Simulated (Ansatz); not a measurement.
# MgS: the cost of one run

Program: Ansatz 0.2.0. Level of theory: reference: DFT, HSE06, plane waves, PAW. These are calculated values, not measurements.

### 1 The starting structure

The structure is hexagonal, space group P6_3/mmc (No. 194). Conventional cell: a = 3.645 Å, b = 3.645 Å, c = 6.147 Å, α = 90.00°, β = 90.00°, γ = 120.00°. Around Mg (site symmetry -3m) lie 6 S at 2.61 Å. S (site symmetry -6m2) has 6 Mg at 2.61 Å as nearest neighbours.

As a file:

```xyz
4
Lattice="3.6454 0.0000 0.0000 -1.8227 3.1570 0.0000 0.0000 0.0000 6.1474" Properties=species:S:1:pos:R:3 pbc="T T T"
Mg    0.0000    0.0000    0.0000
Mg    0.0000    0.0000    3.0737
S     0.0000    2.1047    1.5368
S     1.8227    1.0523    4.6105
```

### 2 The reference run

Contents of input.yaml:

```yaml
crystal:
  lattice:
    - [3.6454348056, 0.0, 0.0]
    - [-1.8227174028, 3.1570391495, 0.0]
    - [0.0, 0.0, 6.1473560907]
  atoms:
    - { symbol: Mg, position: [0.0, 0.0, 0.0] }
    - { symbol: Mg, position: [0.0, 0.0, 0.5] }
    - { symbol: S, position: [0.3333333333, 0.6666666667, 0.25] }
    - { symbol: S, position: [0.6666666667, 0.3333333333, 0.75] }
kpoints:
  mp_grid: { grid: [6, 6, 2] }
hamiltonian:
  xc: hse06
scf:
  occupations: { method: fixed }
  n_extra_bands: 5
output:
  forces: true
  stress: true
  eigenvalues: true
```

Launch:

```bash
ansatz run input.yaml --threads 4 --pin off --max-ram 3686MiB --backend cpu --events-out ev --progress --plain --runs-dir out
```

Q: Estimate wall time and peak memory on 4 threads of Intel Xeon Platinum 8259CL at 2.50GHz (Skylake/Cascade Lake), shared host.

About 11 s, with a peak of 0.96 GiB.
